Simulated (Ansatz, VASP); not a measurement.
# SiGeO4 in two plane-wave programs

Wanted: the spread between two codes on one cell, functional and k mesh. The cell is generated by rule, not measured, and may not be a known phase. Of the first pair: The cell is taken from a series of runs on this material, whose earlier steps may have relaxed, scaled, displaced or heated it; both programs get it as it stands.

Program: Ansatz 0.2.0. Level of theory: plane waves, with VASP 6.6.1 beside it; relaxation of cell and atoms at PBEsol. Results are calculated unless marked as measured.

**1. Starting point**

Symmetry: Cm, No. 8, monoclinic system. The conventional cell has a = 8.716 Å, b = 5.412 Å, c = 4.997 Å, α = 90.00°, β = 124.91°, γ = 90.00°. Nearest to Si lie 4 O at 1.62 to 1.63 Å. Ge has 4 O at 1.73 to 1.74 Å nearest. Nearest to O lie 1 Si at 1.62 Å and 1 Ge at 1.73 Å. O has 1 Si at 1.63 Å and 1 Ge at 1.74 Å nearest. Nearest to O lie 1 Si at 1.63 Å and 1 Ge at 1.74 Å. Farther neighbours and most contacts between anions are not listed.

As a file:

```xyz
6
Lattice="4.3579 -2.7058 0.0000 4.3579 2.7058 0.0000 -2.8594 0.0000 4.0976" Properties=species:S:1:pos:R:3 pbc="T T T"
Si    5.8510    0.0000    4.0820
Ge    0.0496    0.0000    3.0645
O     0.5559    1.3955    3.9532
O     0.5559   -1.3955    3.9532
O     0.7069    0.0000    1.4534
O    -1.6908    0.0000    2.9574
```

**2. VASP: relaxation of cell and atoms, PBEsol, pair 1**

The relaxed volume is the usual yardstick between codes: in a stiff, nearly cubic crystal its relative difference is about their pressure difference at one cell divided by the bulk modulus.

Lines of VASP's logs that name or quote its potential files are left out, and so is its time.

File INCAR:

```
SYSTEM = SiGeO4
PREC = Accurate
ENCUT = 600
EDIFF = 1E-07
NELM = 120
ISMEAR = 0
SIGMA = 0.01
LREAL = .FALSE.
ALGO = Normal
GGA = PS
NBANDS = 27
LORBIT = 11
LWAVE = .FALSE.
LCHARG = .FALSE.
ISIF = 3
IBRION = 2
NSW = 80
EDIFFG = -0.005
LASPH = .TRUE.
GGA_COMPAT = .FALSE.
NELMIN = 4
EFERMI = MIDGAP
KPAR = 2
```

File POSCAR:

```
SiGeO4
1.0
    4.3579350000     -2.7057750000      0.0000000000
    4.3579350000      2.7057750000      0.0000000000
   -2.8594430000      0.0000000000      4.0976070000
Si Ge O
1 1 4
Direct
    0.9981282875      0.9981282875      0.9961948523
    0.2510442419      0.2510442419      0.7478718677
    0.1224074263      0.6381616926      0.9647504019
    0.6381616926      0.1224074263      0.9647504019
    0.1974695216      0.1974695216      0.3546899446
    0.0427886319      0.0427886319      0.7217427147
```

File KPOINTS:

```
Automatic mesh
0
Gamma
6 6 6
0 0 0
```

The projector-augmented-wave data sets are Si, Ge_d and O (PBE family, release 64).

Launch:

```console
$ mpirun -np 2 vasp_std
```

Numbers of over 12 decimals in the logs are rounded to 6 here.

Log:

```text
[banner, memory and clock lines left out]
running    2 mpi-ranks, on    1 nodes
 distrk:  each k-point on    1 cores,    2 groups
 distr:  one band on    1 cores,    1 groups

 POSCAR found type information on POSCAR SiGeO
 POSCAR found :  3 types and       6 ions
|                                                                             |
|               ----> ADVICE to this user running VASP <----                  |
|                                                                             |
|     You enforced a specific xc type in the INCAR file but a different       |
|     [... a line on the potential file left out ...]
|     I HOPE YOU KNOW WHAT YOU ARE DOING!                                     |
|                                                                             |

 LDA part: xc-table for (Slater+PW92), standard interpolation
 POSCAR, INCAR and KPOINTS ok, starting setup
 FFT: planning ... GRIDC
 FFT: planning ... GRID_SOFT
 FFT: planning ... GRID
 WAVECAR not read
 entering main loop
       N       E                     dE             d eps       ncg     rms          rms(c)
DAV:   1     0.469423998626E+03    0.46942E+03   -0.22971E+04  4705   0.292E+03
DAV:   2     0.144464485740E+02   -0.45498E+03   -0.43683E+03  4506   0.865E+02
DAV:   3    -0.475289648084E+02   -0.61975E+02   -0.61665E+02  4072   0.183E+02
DAV:   4    -0.508674297857E+02   -0.33385E+01   -0.33321E+01  4930   0.517E+01
DAV:   5    -0.509454591519E+02   -0.78029E-01   -0.77983E-01  4658   0.725E+00    0.178E+01
DAV:   6    -0.448560368093E+02    0.60894E+01   -0.22656E+01  5647   0.103E+02    0.732E+00
DAV:   7    -0.448771371686E+02   -0.21100E-01   -0.16839E+00  4204   0.760E+00    0.367E+00
DAV:   8    -0.448418127833E+02    0.35324E-01   -0.17945E-01  6026   0.509E+00    0.729E-01
DAV:   9    -0.448394899733E+02    0.23228E-02   -0.44641E-02  5657   0.257E+00    0.210E-01
DAV:  10    -0.448420714659E+02   -0.25815E-02   -0.37125E-03  4050   0.508E-01    0.108E-01
DAV:  11    -0.448427862753E+02   -0.71481E-03   -0.45061E-04  4529   0.150E-01    0.516E-02
DAV:  12    -0.448429664350E+02   -0.18016E-03   -0.14834E-04  4555   0.106E-01    0.928E-03
DAV:  13    -0.448429860058E+02   -0.19571E-04   -0.22092E-05  5217   0.483E-02    0.150E-02
DAV:  14    -0.448429872610E+02   -0.12551E-05   -0.70813E-06  4637   0.192E-02    0.215E-03
DAV:  15    -0.448429873442E+02   -0.83286E-07   -0.38097E-07  4306   0.578E-03
   1 F= -.44842987E+02 E0= -.44842987E+02  d E =-.448430E+02
[... from here on, the cycles between the ionic steps are left out ...]
   2 F= -.44840413E+02 E0= -.44840413E+02  d E =0.257454E-02
   3 F= -.44843917E+02 E0= -.44843917E+02  d E =-.929585E-03
   6 F= -.44843950E+02 E0= -.44843950E+02  d E =-.912183E-05
   7 F= -.44843951E+02 E0= -.44843951E+02  d E =-.951347E-05
   8 F= -.44843957E+02 E0= -.44843957E+02  d E =-.600082E-05
   9 F= -.44843972E+02 E0= -.44843972E+02  d E =-.217254E-04
  10 F= -.44843994E+02 E0= -.44843994E+02  d E =-.436215E-04
  11 F= -.44843997E+02 E0= -.44843997E+02  d E =-.468831E-04
  12 F= -.44844002E+02 E0= -.44844002E+02  d E =-.519409E-04
  13 F= -.44844012E+02 E0= -.44844012E+02  d E =-.994301E-05
  14 F= -.44844015E+02 E0= -.44844015E+02  d E =-.129297E-04
  15 F= -.44844024E+02 E0= -.44844024E+02  d E =-.814355E-05
  16 F= -.44844030E+02 E0= -.44844030E+02  d E =-.148414E-04
 curvature:  -1.63 expect dE=-0.323E-04 dE for cont linesearch -0.356E-07
 trial: gam= 0.89134 g(F)=  0.219E-05 g(S)=  0.176E-04 ort =-0.124E-05 (trialstep = 0.508E+00)
 search vector abs. value=  0.735E-04
 bond charge predicted
       N       E                     dE             d eps       ncg     rms          rms(c)
DAV:   1    -0.448440687249E+02   -0.38602E-04   -0.37654E-03  4451   0.609E-01    0.437E-02
DAV:   2    -0.448440423382E+02    0.26387E-04   -0.14114E-04  5418   0.120E-01    0.170E-02
DAV:   3    -0.448440366451E+02    0.56931E-05   -0.13756E-05  5796   0.671E-02    0.652E-03
DAV:   4    -0.448440357666E+02    0.87849E-06   -0.29587E-06  5786   0.296E-02    0.269E-03
DAV:   5    -0.448440357667E+02   -0.63665E-11   -0.61373E-07  4372   0.649E-03
  17 F= -.44844036E+02 E0= -.44844036E+02  d E =-.555295E-05
 trial-energy change:   -0.000006  1 .order   -0.000004   -0.000009    0.000002
 step:   0.4556(harm=  0.4082)  dis= 0.00032  next Energy=   -44.844036 (dE=-0.567E-05)
 reached required accuracy - stopping structural energy minimisation
```

OUTCAR, selected parts (step 2):

```text
ion  position               nearest neighbor table
   1  0.998  0.998  0.996-   3 1.62   4 1.62   6 1.63   5 1.63
   2  0.251  0.251  0.748-   3 1.73   4 1.73   5 1.74   6 1.74
   3  0.122  0.638  0.965-   1 1.62   2 1.73
   4  0.638  0.122  0.965-   1 1.62   2 1.73
   5  0.197  0.197  0.355-   1 1.63   2 1.74
   6  0.043  0.043  0.722-   1 1.63   2 1.74

  LATTYP: Found a base centered monoclinic cell.
 ALAT       =     8.7158700000
 B/A-ratio  =     0.6208846621
 C/A-ratio  =     0.5732851266
 COS(beta)  =    -0.5722687425

 Subroutine GETGRP returns: Found  2 space group operations
 (whereof  2 operations were pure point group operations)

The static configuration has the point symmetry C_1h.

 Found     68 irreducible k-points:

   k-points           NKPTS =     68   k-points in BZ     NKDIM =     68   number of bands    NBANDS=     27

   dimension x,y,z NGX =    42 NGY =   42 NGZ =   40
   dimension x,y,z NGXF=    84 NGYF=   84 NGZF=   80

   ENCUT  =  600.0 eV  44.10 Ry    6.64 a.u.  10.25 10.25  9.98*2*pi/ulx,y,z

   NELECT =      42.0000    total number of electrons

 k-points in reciprocal lattice and weights: Automatic mesh
   0.00000000  0.00000000  0.00000000       0.005
   0.16666667 -0.00000000 -0.00000000       0.019
   0.33333333 -0.00000000  0.00000000       0.019
   0.50000000  0.00000000 -0.00000000       0.009
   0.16666667  0.16666667 -0.00000000       0.009
   0.33333333  0.16666667 -0.00000000       0.019
   0.50000000  0.16666667 -0.00000000       0.019
  -0.33333333  0.16666667 -0.00000000       0.019
  -0.16666667  0.16666667  0.00000000       0.009
[...]
-0.33333333  0.33333333  0.50000000       0.009
   0.50000000  0.50000000  0.50000000       0.005

 average (electrostatic) potential at core
       1 -87.9677       2 -78.2438       3 -74.1200       4 -74.1200       5 -74.1571
       6 -74.1355

 E-fermi :   1.5129

 k-point     1 :       0.0000    0.0000    0.0000
  band No.  band energies     occupation
    ...
     17      -2.0966      2.00000
     18      -2.0309      2.00000
     19      -1.8548      2.00000
     20      -1.1242      2.00000
     21      -0.6715      2.00000
     22       3.6726      0.00000
     23       7.6153      0.00000
     24       8.3865      0.00000
     25       8.5648      0.00000
     26       9.2904      0.00000
    ...

 k-point     2 :       0.1667   -0.0000   -0.0000
  band No.  band energies     occupation
    ...
     17      -2.1846      2.00000
     18      -2.0466      2.00000
     19      -1.8311      2.00000
     20      -1.1581      2.00000
     21      -0.7982      2.00000
     22       4.0551      0.00000
     23       7.5932      0.00000
     24       8.4226      0.00000
     25       8.7392      0.00000
     26       9.3794      0.00000
    ...

 k-point     3 :       0.3333   -0.0000    0.0000
  band No.  band energies     occupation
    ...
     17      -2.2160      2.00000
     18      -2.0602      2.00000
     19      -1.7888      2.00000
     20      -1.2510      2.00000
     21      -1.0229      2.00000
     22       4.8393      0.00000
     23       7.5080      0.00000
     24       8.4171      0.00000
     25       9.1710      0.00000
     26       9.4922      0.00000
    ...

  Total       -0.0030515      0.0001040      0.0022355      0.0000000      0.0000000      0.0027831
  in kB       -0.0506016      0.0017253      0.0370703      0.0000000      0.0000000      0.0461502
  external PRESSURE =      -0.0039354 kB  Pullay stress =       0.0000000 kB

  energy-cutoff  :      600.00
  volume of cell :       96.62
      direct lattice vectors                 reciprocal lattice vectors
     4.355393934 -2.709070214 -0.000748235     0.114813947 -0.184565168  0.080148330
     4.355393934  2.709070214 -0.000748235     0.114813947  0.184565168  0.080148330
    -2.858478239  0.000000000  4.094822333     0.000041959  0.000000000  0.244240130

 POSITION                                       TOTAL-FORCE (eV/Angst)
 -----------------------------------------------------------------------------------
      5.84636      0.00000      4.07719         0.001951      0.000000      0.003137
      0.04957      0.00000      3.06290        -0.001453      0.000000     -0.003562
      0.55134      1.39589      3.95298        -0.000190     -0.001817     -0.001177
      0.55134     -1.39589      3.95298        -0.000190      0.001817     -0.001177
      0.71407      0.00000      1.45368         0.000012      0.000000      0.001269
     -1.69119      0.00000      2.94731        -0.000130      0.000000      0.001510
 -----------------------------------------------------------------------------------
    total drift:                               -0.000757      0.000000     -0.000088

  FREE ENERGIE OF THE ION-ELECTRON SYSTEM (eV)
  ---------------------------------------------------
  free  energy   TOTEN  =       -44.8440357667 eV

  energy  without entropy=      -44.8440357667  energy(sigma->0) =      -44.84403577

 reached required accuracy - stopping structural energy minimisation

 total charge
# of ion       s       p       d       tot
------------------------------------------
    1        0.650   0.991   0.000   1.640
    2        0.945   1.336  10.524  12.805
    3        1.538   3.628   0.000   5.165
    4        1.538   3.628   0.000   5.165
    5        1.546   3.595   0.000   5.141
    6        1.546   3.599   0.000   5.145
--------------------------------------------------
tot          7.762  16.776  10.524  35.062

[... 3 further parts left out ...]
```

The run keeps the 2 symmetry operations of its start, so it cannot find a distortion of lower symmetry.

[end of part 1 of 3]

[Lines on the potential files, build, host, timing and source positions are cut from VASP's logs without a mark.]

[Logs are printed without paths, hosts, clocks, repeated set-up lines and the standing remarks that a program may print on its own settings, such as how far it seeks lower states.]

[Hosts, paths, dates, database ids (printed as entryN), source tags and the programs' standing remarks are cut or masked in the printed files.]
